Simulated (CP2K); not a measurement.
Runs of CP2K 2026.2 on ZrSe2. The structure is trigonal, space group P-3m1 (No. 164). Conventional cell: a = 3.798 Å, b = 3.798 Å, c = 6.192 Å, α = 90.00°, β = 90.00°, γ = 120.00°. Around Zr (site symmetry -3m) lie 6 Se at 2.68 Å. Around Se (site symmetry 3m) lie 3 Zr at 2.68 Å. 

```csv
level,potentials or basis,smearing,EPS_DEFAULT,NGRIDS,points a segment of the path (NPOINTS),bands added on the path,CUTOFF of the grids,gap on the mesh (eV),pressure (GPa),largest force (eV/Å)
r2SCAN,"POTENTIAL_UZH Zr GTH-SCAN-q12, Se GTH-SCAN-q6; TZVP-MOLOPT-SCAN-GTH basis",fermi-dirac 0.01 eV,1.0E-9,5,10,4,700 Ry,0.74,1.4,0.17
LDA,"GTH_POTENTIALS Zr GTH-PADE-q12, Se GTH-PADE-q6; TZVP-MOLOPT-PBE-GTH basis",fermi-dirac 0.05 eV,1.0E-9,4,8,4,450 Ry,0.33,(a),0.06
TB-mBJ,"POTENTIAL_UZH Zr GTH-PBE-q12, Se GTH-PBE-q6; TZVP-MOLOPT-PBE-GTH basis",fermi-dirac 0.05 eV,1.0E-10,5,6,2,700 Ry,0.47,-,-
PBEsol,"POTENTIAL_UZH Zr GTH-PBE-q12, Se GTH-PBE-q6; TZVP-MOLOPT-PBE-GTH basis",fermi-dirac 0.1 eV,1.0E-9,4,8,6,450 Ry,(c),0.3,(b)
```

Alike in all rows: task band structure; no spin polarisation; cell as given; k mesh 8 × 8 × 5.

Q: Fill in the values left out.

A: (a) -3.0; (b) 0.33; (c) 0.34.

Caveats: the basis of atomic orbitals isn't converged, which shifts pressures, moduli and gaps; the potentials were made for another functional, which shifts forces and pressure (some runs); this is a model potential without an energy functional, so only levels have meaning (some runs); this functional lacks dispersion, which binds the layers, so the pressure and a relaxed spacing across them are unreliable (some runs).

A k mesh can miss the band edges, and the runs leave out spin-orbit coupling on Se, Zr.

Runs at the PBE level aren't shown here.
